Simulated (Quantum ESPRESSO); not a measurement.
The system is PbS.

```xyz
2
Lattice="3.6537 0.0000 0.0000 0.0000 3.6537 0.0000 0.0000 0.0000 3.6537" Properties=species:S:1:pos:R:3 pbc="T T T"
Pb    0.0000    0.0000    0.0000
S     1.8268    1.8268    1.8268
```

Measurements of this composition are mostly on another form, of space group No. 225.

* Program: Quantum ESPRESSO 7.5
* Task: phonons
* Functional: PBEsol
* Potentials or basis: PseudoDojo 0.4.1 SR PBEsol standard
* Cutoff: 762 eV
* Density cutoff: 3048 eV
* k mesh: 7 × 7 × 7
* Occupations: cold, width 0.2 eV
* Spin: no spin polarisation
* Mixing beta: 0.5
* Most SCF iterations: 120
* SCF threshold: 4e-10 Ry

The cell and the atoms were relaxed first, to 22.81 Å³/atom (a = 3.573 Å, b = 3.573 Å, c = 3.573 Å, α = 90.00°, β = 90.00°, γ = 90.00°), and the response was taken there.

Which optical modes does the crystal have at the zone centre, and which show in infrared and Raman spectra?

The optical modes are T1u. Infrared active: T1u. None is Raman active.

Optical modes at Γ, degenerate ones joined:
| cm⁻¹ | components | symmetry | active in |
| --- | --- | --- | --- |
| 73i | 3 | T1u | IR |

Caveat: the mesh is thin for the phonons of a metal; some modes are imaginary.
